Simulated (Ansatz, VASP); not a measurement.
## W in VASP and in Ansatz

The input INCAR:

```
PREC = Accurate ; ENCUT = 600
EDIFF = 1E-7 ; ISMEAR = 0
SIGMA = 0.1 ; LREAL = F
LASPH = T ; NELM = 60
ALGO = Fast ; ISIF = 3
LWAVE = F ; LCHARG = F
GGA = PS ; IBRION = 2
NSW = 100 ; EDIFFG = -0.005
```

Contents of KPOINTS:

```
Automatic mesh
0
Gamma
  18 18 18
```

Contents of POSCAR:

```
W
1.0
   -1.5851577801      1.5851577801      1.5851577801
    1.5851577801     -1.5851577801      1.5851577801
    1.5851577801      1.5851577801     -1.5851577801
W
1
Direct
    0.0000000000      0.0000000000      0.0000000000
```

Input for Ansatz:

```yaml
crystal:
  lattice:
    - [-1.5851577801, 1.5851577801, 1.5851577801]
    - [1.5851577801, -1.5851577801, 1.5851577801]
    - [1.5851577801, 1.5851577801, -1.5851577801]
  atoms:
    - { symbol: W, position: [0.0, 0.0, 0.0] }
basis:
  ecutwfc: 420
kpoints:
  mp_grid: { grid: [18, 18, 18] }
hamiltonian:
  xc: pbesol
scf:
  occupations: { method: gaussian, width: 0.1 }
output:
  forces: true
  stress: true
  eigenvalues: true
relax:
  adjacent_minimum: "off"
  f_tol: 0.005
  max_steps: 80
  cell: { stress_tol: 0.05 }
```

Alike in both runs: task relaxation of cell and atoms; functional PBEsol; k mesh 18 × 18 × 18; occupations gaussian, width 0.1 eV; no spin polarisation.

|  | VASP | Ansatz |
| --- | --- | --- |
| version | VASP 6.6.1 | Ansatz 0.2.0 |
| potentials or method | VASP PAW PBE potentials, release 64 (W_sv) | scalar-relativistic, plane waves, PAW |
| plane-wave cutoff (eV) | 600 | 420 |
| valence electrons in the cell | 14 | 14 |

VASP gave:

- gap on the k mesh at the Fermi level, each at its own relaxed structure (eV): none
- relaxed volume (Å³/atom): 15.73
- relaxed cell length with the largest relative difference (Å): 2.734
- energy change over the relaxation (meV/atom): -3

Question: Estimate Ansatz's values.

Answer: gap on the k mesh at the Fermi level, each at its own relaxed structure (eV): none; relaxed volume (Å³/atom): 15.69; relaxed cell length with the largest relative difference (Å): 2.732; energy change over the relaxation (meV/atom): -4.

A gap of «none» marks a metal or a gap that the smearing closes.

Caveats: the PAW data sets were made with another functional, which shifts forces and pressure a little (VASP). The runs have no spin-orbit coupling, so splittings on W are missing.
